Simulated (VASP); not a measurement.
# Mo (Im-3m) in VASP: notebook

Runs on Mo. Level: PBE. Tasks: single point.

Program: VASP 6.6.1. These are calculated values, not measurements. Logs are shortened: lines on timing, memory, paths and dates and some standing lists are left out, and cuts for length are marked.

## (1) The crystal as given

Symmetry: Im-3m, No. 229, cubic system. The conventional cell has a = 3.168 Å, b = 3.168 Å, c = 3.168 Å, α = 90.00°, β = 90.00°, γ = 90.00°. Mo (site symmetry m-3m) is surrounded by 8 Mo at 2.74 Å.

## (2) Single point, PBE

Input file INCAR:

```
ADDGRID = F
ALGO = Normal
EDIFF = 1E-7
ENCUT = 550
GGA = PE
ISIF = 2
ISMEAR = 1
LASPH = T
LCHARG = F
LREAL = F
LWAVE = F
NBANDS = 13
NELM = 100
PREC = Accurate
SIGMA = 0.2
```

Input file KPOINTS:

```
k-points
0
Gamma
  7 7 7
```

Input file POSCAR:

```
Mo
1.0
   -1.5838089719      1.5838089719      1.5838089719
    1.5838089719     -1.5838089719      1.5838089719
    1.5838089719      1.5838089719     -1.5838089719
Mo
1
Direct
    0.0000000000      0.0000000000      0.0000000000
```

Potentials or basis: VASP PAW PBE potentials, release 64 (Mo_sv).

Run with:

```
> cat potpaw_PBE.64/Mo_sv/POTCAR > POTCAR
> mpirun -np 1 vasp_std > vasp.out
```

OUTCAR:

```text
EDIFF = 1E-7
   ENCUT = 550
   GGA = PE
   ISIF = 2
   ISMEAR = 1
   LASPH = T
   LREAL = F
   NELM = 100
   PREC = Accurate

 Found     20 irreducible k-points:

 Following reciprocal coordinates:
            Coordinates               Weight
  0.000000  0.000000  0.000000      1.000000
  0.142857  0.000000  0.000000     12.000000
  0.285714  0.000000  0.000000     12.000000
  0.428571  0.000000  0.000000     12.000000
  0.142857  0.142857  0.000000     24.000000
  0.285714  0.142857 -0.000000     48.000000
   k-points           NKPTS =     20   k-points in BZ     NKDIM =     20   number of bands    NBANDS=     13
   number of dos      NEDOS =    301   number of ions     NIONS =      1
   total plane-waves  NPLWV =  13824
   dimension x,y,z NGX =    24 NGY =   24 NGZ =   24
   dimension x,y,z NGXF=    48 NGYF=   48 NGZF=   48
   ions per type =               1
   NGX,Y,Z   is equivalent  to a cutoff of  14.54, 14.54, 14.54 a.u.
   NGXF,Y,Z  is equivalent  to a cutoff of  29.09, 29.09, 29.09 a.u.
 SYSTEM =  unknown system
   PREC   = accura    normal or accurate (medium, high low for compatibility)
   ISTART =      0    job   : 0-new  1-cont  2-samecut
   ICHARG =      2    charge: 1-file 2-atom 10-const
   ISPIN  =      1    spin polarized calculation?
   LNONCOLLINEAR =      F non collinear calculations
   LSORBIT =      F    spin-orbit coupling
   LASPH  =      T    aspherical Exc in radial PAW
   ENCUT  =  550.0 eV  40.42 Ry    6.36 a.u.   5.25  5.25  5.25*2*pi/ulx,y,z
   NELM   =    100;   NELMIN=  2; NELMDL= -5     # of ELM steps
   EDIFF  = 0.1E-06   stopping-criterion for ELM
   LREAL  =      F    real-space projection
   EDIFFG = 0.1E-05   stopping-criterion for IOM
   NSW    =      0    number of steps for IOM
   IBRION =     -1    ionic relax: 0-MD 1-quasi-New 2-CG
   NFREE  =      0    steps in history (QN), initial steepest desc. (CG)
   ISIF   =      2    stress and relaxation
   ISYM   =      2    0-nonsym 1-usesym 2-fastsym
   POTIM  = 0.5000    time-step for ionic-motion
   TEBEG  =    0.0;   TEEND  =   0.0 temperature during run
   PSTRESS=    0.0 pullay stress
   NELECT =      14.0000    total number of electrons
   NUPDOWN=      -1.0000    fix difference up-down
   EMIN   =  10.00;   EMAX   =-10.00  energy-range for DOS
   EFERMI =   0.00;   METHOD = LEGACY
   ISMEAR =     1;   SIGMA  =   0.20  broadening in eV -4-tet -1-fermi 0-gaus
   EFERMI_NEDOS =   21; number of points for ismear=-14 and -15
   IALGO  =     38    algorithm
   IMIX   =      4    mixing-type and parameters
     AMIX     =   0.40;   BMIX     =  1.00
     AMIX_MAG =   1.60;   BMIX_MAG =  1.00
  volume/ion in A,a.u.               =      15.89       107.24
  Fermi-wavevector in a.u.,A,eV,Ry     =   1.569380  2.965698 33.510508  2.462953
  Thomas-Fermi vector in A             =   2.671271
   LORBIT       =      0    0 simple, 1 ext, 2 COOP (PROOUT), +10 PAW based schemes
   GGA     = PE    functional components
   LHFCALC =     F    Hartree Fock is set to
   AEXX    =    0.0000 exact exchange contribution
   IVDW    =     0    specifies the selected vdW correction
   LEPSILON=     F    determine dielectric tensor
   LRPA    =     F    only Hartree local field effects (RPA)
 non-spin polarized calculation
 Methfessel and Paxton  Order N= 1 SIGMA  =   0.20
  energy-cutoff  :      550.00
  volume of cell :       15.89
 maximum number of plane-waves:       474
 NGX is ok and might be reduce to    24
   NGX = 11   NGY = 11   NGZ = 11

 number of electron      14.0000002 magnetization

 Free energy of the ion-electron system (eV)
  ---------------------------------------------------
  ext. energy  EPLUGINS =         0.00000000
  ---------------------------------------------------
  free energy    TOTEN  =       -10.89964613 eV

  energy without entropy =      -10.89270308  energy(sigma->0) =      -10.89733178

 E-fermi :  12.2959     XC(G=0): -13.2985

 val. band max:       12.1886775075   @ k =  -0.2857   0.2857   0.2857
 cond. band min:      12.3143427961   @ k =  -0.2857   0.2857   0.1429
 fundamental gap:      0.1256652886
 Fermi energy:        12.2959476470

 k-point     1 :       0.0000    0.0000    0.0000
  band No.  band energies     occupation
      1     -48.9529      2.00000
      2     -22.2566      2.00000
      3     -22.2566      2.00000
      4     -22.2566      2.00000
      5       5.1490      2.00000
      6      10.9929      2.00000
      7      10.9929      2.00000
      8      10.9929      2.00000
      9      13.9599     -0.00000
     10      13.9599     -0.00000
     11      27.1364      0.00000
     12      27.1364      0.00000
     13      27.1364      0.00000

 k-point     2 :       0.1429    0.0000    0.0000
  band No.  band energies     occupation
      1     -48.9071      2.00000
      2     -22.5210      2.00000
      3     -22.3389      2.00000
      4     -22.2585      2.00000
      5       5.9785      2.00000
      6      10.5424      2.00000
      7      10.8698      2.00000
      8      11.8063      2.00291
      9      13.4698     -0.00000
     10      13.9875     -0.00000
     11      27.5973      0.00000
     12      28.4396      0.00000
     13      28.5759      0.00000

 k-point     3 :       0.2857    0.0000    0.0000
  band No.  band energies     occupation
      1     -48.8028      2.00000
      2     -23.0895      2.00000
      3     -22.5197      2.00000
      4     -22.2629      2.00000
      5       7.3140      2.00000
      6       9.6754      2.00000
      7      11.0153      2.00000
      8      13.5576     -0.00000
      9      13.9967     -0.00000
     10      14.1903     -0.00000
     11      26.5440      0.00000
     12      27.6396      0.00000
     13      32.2691      0.00000

 k-point     4 :       0.4286    0.0000    0.0000
  band No.  band energies     occupation
      1     -48.7177      2.00000
      2     -23.5236      2.00000
      3     -22.6609      2.00000
      4     -22.2666      2.00000
      5       7.1816      2.00000
      6       9.0823      2.00000
      7      13.1828     -0.00000
      8      14.0649     -0.00000
      9      14.5275     -0.00000
     10      16.4756      0.00000
     11      24.3669      0.00000
     12      24.5662      0.00000
     13      30.2305      0.00000

 k-point     5 :       0.1429    0.1429    0.0000
  band No.  band energies     occupation
      1     -48.8320      2.00000
      2     -22.9085      2.00000
      3     -22.4413      2.00000
      4     -22.3196      2.00000
      5       7.2666      2.00000
      6      10.1612      2.00000
      7      10.1744      2.00000
      8      13.0921     -0.00000
      9      13.5766     -0.00000
     10      14.3542     -0.00000
     11      28.0902      0.00000
     12      28.2555      0.00000
     13      29.9341      0.00000

 k-point     6 :       0.2857    0.1429   -0.0000
  band No.  band energies     occupation
      1     -48.7369      2.00000
      2     -23.3274      2.00000
      3     -22.6629      2.00000
      4     -22.3462      2.00000
      5       7.9163      2.00000
      6       9.4150      2.00000
      7      10.9775      2.00000
      8      13.5158     -0.00000
      9      14.6733     -0.00000
     10      16.5405      0.00000
     11      25.3452      0.00000
     12      26.4602      0.00000
     13      30.1208      0.00000

 [... further k-points ...]

------------------------ aborting loop because EDIFF is reached ----------------------------------------

  FORCE on cell =-STRESS in cart. coord.  units (eV):
  Direction    XX          YY          ZZ          XY          YZ          ZX
  --------------------------------------------------------------------------------------
  -------------------------------------------------------------------------------------
  Total       -0.0543322     -0.0543322     -0.0543322     -0.0000000     -0.0000000     -0.0000000
  in kB       -5.4777117     -5.4777117     -5.4777117     -0.0000000     -0.0000000     -0.0000000
  external PRESSURE =      -5.4777117 kB  Pullay stress =       0.0000000 kB

 VOLUME and BASIS-vectors are now :
 -----------------------------------------------------------------------------
  energy-cutoff  :      550.00
  volume of cell :       15.89
      direct lattice vectors                 reciprocal lattice vectors
    -1.583808972  1.583808972  1.583808972     0.000000000  0.315694638  0.315694638
     1.583808972 -1.583808972  1.583808972     0.315694638  0.000000000  0.315694638
     1.583808972  1.583808972 -1.583808972     0.315694638  0.315694638  0.000000000

 POSITION                                       TOTAL-FORCE (eV/Angst)
 -----------------------------------------------------------------------------------
      0.00000      0.00000      0.00000        -0.000000      0.000000     -0.000000
 -----------------------------------------------------------------------------------
    total drift:                                0.000000      0.000000      0.000000

  FREE ENERGIE OF THE ION-ELECTRON SYSTEM (eV)
  ---------------------------------------------------
  free  energy   TOTEN  =       -10.8996461323 eV

  energy  without entropy=      -10.8927030757  energy(sigma->0) =      -10.89733178
```

It took 5.5 s on 1 thread of Intel Xeon 6975P-C (Granite Rapids), shared host; peak memory 0.13 GiB.

These settings aren't checked as converged: the numbers below hold their error.

Results:

```yaml
Free_energy: -10.8996 eV
Pressure: -0.5 GPa
Band_gap_on_the_k_mesh: none (metal or under the smearing width)
```

Caveat: the k mesh is coarse (spacing up to 0.40 Å⁻¹), so the values aren't converged.

## (3) Single point, PBE

INCAR is that of step 2.

KPOINTS is that of step 2.

Input file POSCAR:

```
Mo
1.0
   -1.6018940000      1.6123050000      1.5868230000
    1.5840600000     -1.5829550000      1.5396390000
    1.5998790000      1.5809390000     -1.5574730000
Mo
1
Direct
   -0.0100820000     -0.0008690000      0.0196120000
```

Potentials or basis: VASP PAW PBE potentials, release 64 (Mo_sv).

Run with:

```
> cat potpaw_PBE.64/Mo_sv/POTCAR > POTCAR
> mpirun -np 1 vasp_std > vasp.out
```

Wall time 18 s (1 thread of Intel Xeon 6975P-C (Granite Rapids), shared host); peak memory 0.15 GiB.

The run converged, but some of its settings lie outside the range that counts as converged, so its numbers aren't taken as properties of the crystal.

What came out:

```yaml
Free_energy: -10.8965 eV
Pressure: -0.6 GPa
Band_gap_on_the_k_mesh: none (metal or under the smearing width)
```

Caveat: the k mesh is coarse (spacing up to 0.40 Å⁻¹), so the values aren't converged.

## (4) Single point, PBE

INCAR, as its differences from that of step 3:

```diff
@@ -3,3 +3,3 @@
 EDIFF = 1E-7
-ENCUT = 550
+ENCUT = 700
 GGA = PE
```

KPOINTS is that of step 3.

Input file POSCAR:

```
Mo
1.0
   -1.5838089719      1.5838089719      1.5838089719
    1.5838089719     -1.5838089719      1.5838089719
    1.5838089719      1.5838089719     -1.5838089719
Mo
1
Direct
    0.0000000000      0.0000000000      0.0000000000
```

Run with:

```
> cat potpaw_PBE.64/Mo_sv/POTCAR > POTCAR
> mpirun -np 1 vasp_std > vasp.out
```

It took 5.9 s on 1 thread of Intel Xeon 6975P-C (Granite Rapids), shared host; peak memory 0.13 GiB.

The run converged, but some of its settings lie outside the range that counts as converged, so its numbers aren't taken as properties of the crystal.

Results:

* Free energy: -10.9000 eV
* Pressure: -0.5 GPa
* Band gap on the k mesh: none (metal or under the smearing width)

Caveat: the k mesh is coarse (spacing up to 0.40 Å⁻¹), so the values aren't converged.

## (5) Single point, PBE

INCAR is that of step 4.

KPOINTS is that of step 4.

Input file POSCAR:

```
Mo
1.0
   -1.6018940000      1.6123050000      1.5868230000
    1.5840600000     -1.5829550000      1.5396390000
    1.5998790000      1.5809390000     -1.5574730000
Mo
1
Direct
   -0.0100820000     -0.0008690000      0.0196120000
```

Run with:

```
> cat potpaw_PBE.64/Mo_sv/POTCAR > POTCAR
> mpirun -np 1 vasp_std > vasp.out
```

Wall time 13 s (1 thread of Intel Xeon 6975P-C (Granite Rapids), shared host); peak memory 0.17 GiB.

These settings aren't checked as converged: the numbers below hold their error.

Results:

```
Free energy            : -10.8968 eV
Pressure               : -0.5 GPa
Band gap on the k mesh : none (metal or under the smearing width)
```

Caveat: the k mesh is coarse (spacing up to 0.40 Å⁻¹), so the values aren't converged.

## (6) Single point, PBE

INCAR, as its differences from that of step 5:

```diff
@@ -3,3 +3,3 @@
 EDIFF = 1E-7
-ENCUT = 700
+ENCUT = 300
 GGA = PE
```

Input file KPOINTS:

```
k-points
0
Gamma
  11 11 11
```

Input file POSCAR:

```
Mo
1.0
   -1.5838089719      1.5838089719      1.5838089719
    1.5838089719     -1.5838089719      1.5838089719
    1.5838089719      1.5838089719     -1.5838089719
Mo
1
Direct
    0.0000000000      0.0000000000      0.0000000000
```

Potentials or basis: VASP PAW PBE potentials, release 64 (Mo_sv).

Run with:

```
> cat potpaw_PBE.64/Mo_sv/POTCAR > POTCAR
> mpirun -np 1 vasp_std > vasp.out
```

It took 3 s on 1 thread of Intel Xeon 6975P-C (Granite Rapids), shared host; peak memory 0.11 GiB.

These settings aren't checked as converged: the numbers below hold their error.

Results:

| Quantity | Value |
| --- | --- |
| Free energy | -10.9120 eV |
| Pressure | -1.2 GPa |
| Band gap on the k mesh | none (metal or under the smearing width) |

Caveat: the cutoff is under 1.25 times the usual one of these potentials, so pressure, stress and relaxed cells hold a basis-set (Pulay) error.

## (7) For comparison

An earlier run on the cell as given: functional PBE; potentials or basis VASP PAW PBE potentials, release 64 (Mo_sv); cutoff 520 eV; k mesh 12 × 12 × 12; occupations fermi-dirac, width 0.05 eV; no spin polarisation.

- Pressure: -1.4 GPa
- Band gap on the k mesh: none (metal or under the smearing width)
